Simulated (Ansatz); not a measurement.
# SiC: the cell at several levels of theory

The task here is to estimate one member of a computed series from the others.

Code: Ansatz 0.2.0. PAW datasets, plane waves, zero pressure. No spin polarisation and no zero-point or thermal motion.

## Starting point

The symmetry is P6_3mc (No. 186, hexagonal); conventional cell a = 3.076 Å, c = 10.071 Å, 10.31 Å³ an atom. Near Si stand 4 C at 1.88–1.89 Å; near C stand 4 Si at 1.88–1.89 Å.

The structure in full:

```cif
data_structure
_symmetry_space_group_name_H-M 'P6_3mc'
_symmetry_Int_Tables_number 186
_cell_length_a 3.0757
_cell_length_b 3.0757
_cell_length_c 10.0706
_cell_angle_alpha 90.000
_cell_angle_beta 90.000
_cell_angle_gamma 120.000
_cell_volume 82.50
loop_
_atom_site_label
_atom_site_type_symbol
_atom_site_symmetry_multiplicity
_atom_site_Wyckoff_symbol
_atom_site_fract_x
_atom_site_fract_y
_atom_site_fract_z
_atom_site_occupancy
Si1 Si 2 b 0.66667 0.33333 0.93784 1
Si2 Si 2 a 0.00000 0.00000 0.68789 1
C1 C 2 b 0.66667 0.33333 0.74980 1
C2 C 2 a 0.00000 0.00000 0.50046 1
```

Set-up of the first run:

Contents of input.yaml:

```yaml
crystal:
  lattice:
    - [3.0756941497, 0.0, 0.0]
    - [-1.5378470748, 2.6636292679, 0.0]
    - [0.0, 0.0, 10.07064648]
  atoms:
    - { symbol: Si, position: [0.66666667, 0.33333333, 0.93784198] }
    - { symbol: Si, position: [0.33333333, 0.66666667, 0.43784198] }
    - { symbol: Si, position: [0.0, 0.0, 0.68789438] }
    - { symbol: Si, position: [0.0, 0.0, 0.18789438] }
    - { symbol: C, position: [0.66666667, 0.33333333, 0.74980259] }
    - { symbol: C, position: [0.33333333, 0.66666667, 0.24980259] }
    - { symbol: C, position: [0.0, 0.0, 0.50046005] }
    - { symbol: C, position: [0.0, 0.0, 0.00046005] }
kpoints:
  mp_grid: { grid: [12, 12, 2] }
hamiltonian:
  xc: pbe
scf:
  occupations: { method: fermi_dirac, width: 0.02 }
relax:
  f_tol: 0.005
  cell: {}
```

Run with:

```bash
> ansatz run input.yaml --threads 4 --pin off --max-ram 9216MiB --backend cpu --events-out ev --progress --plain --runs-dir out
```

Steps of the session up to this table: PBE: cell and atoms; r2SCAN: cell and atoms; PBEsol: cell and atoms; LDA: cell and atoms.

One table of the session follows, with a row left open; its other results are not shown here.

| level | a (Å) | c (Å) | volume (Å³/atom) |
| --- | --- | --- | --- |
| PBE | 3.094 | 10.130 | 10.498 |
| r2SCAN | 3.078 | 10.077 | 10.332 |
| PBEsol | ? | ? | ? |
| LDA | 3.058 | 10.012 | 10.138 |

**Question.** Estimate the row for PBEsol.

As computed: a (Å): 3.078; c (Å): 10.076; volume (Å³/atom): 10.335.
